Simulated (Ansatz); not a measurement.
# Y: computed properties

The calculation used DFT r2SCAN, scalar-relativistic, plane waves, PAW in Ansatz.

Settings: cutoff 500 eV, Γ-centred mesh 15×15×4 on the computed 4-atom cell, Gaussian smearing of 0.10 eV; no spin polarisation.

The structure is relaxed at this level of theory with its symmetry kept.

It takes space group P6_3/mmc (No. 194, hexagonal). The conventional cell has a = 3.631 Å, b = 3.631 Å, c = 11.626 Å, α = 90.00°, β = 90.00°, γ = 120.00°. Around Y (site symmetry -3m) lie 12 Y at 3.58 to 3.63 Å. Around Y (site symmetry -6m2) lie 12 Y at 3.58 to 3.63 Å.

```
Volume per atom                                   : 33.18 Å³
Generalised Kohn–Sham band gap                    : none (metal)
Density of states at the Fermi level              : 6.93 states/eV per cell
Löwdin character within 0.5 eV of the Fermi level : Y 4d 87 %, unprojected 7 %
Bulk modulus                                      : 38 GPa
Its pressure derivative                           : 3.4
```

A ferromagnetic start lost its moments in a first run, so spin was left out; other magnetic orders weren't tried.

Cost: 6 runs of about 9.2 core-minutes in all, on Arm Neoverse V1 (shared hosts).